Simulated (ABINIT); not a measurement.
Crystal: HCl.

```
Cl H
1.0
     0.00000    2.67500    2.85500
     2.51500    0.00000    2.85500
     2.51500    2.67500    0.00000
Cl H
1 1
Direct
  0.50000 0.50000 0.50000
  0.00000 0.00000 0.00000
```

Base run:

```yaml
Program: ABINIT 10.8.3 (patched build)
Functional: PBEsol
Potentials_or_basis: PseudoDojo NC SR PBEsol v0.4.1 standard
Cutoff: 871 eV
k_mesh: 7 × 7 × 7
Occupations: fermi-dirac, width 0.05 eV
Spin: no spin polarisation
```

Its results: band gap on the k mesh none (metal or under the smearing width); pressure -10.8 GPa.

Question: The run is repeated on the same cell with these changes: functional from PBEsol to LDA; potentials or basis from PseudoDojo NC SR PBEsol v0.4.1 standard to PseudoDojo NC SR LDA v0.4.1 standard; cutoff from 871 eV to 1007 eV. What comes out?

Answer: Band gap on the k mesh none (metal or under the smearing width); pressure -11.8 GPa.

Not every run made on this cell is shown here.
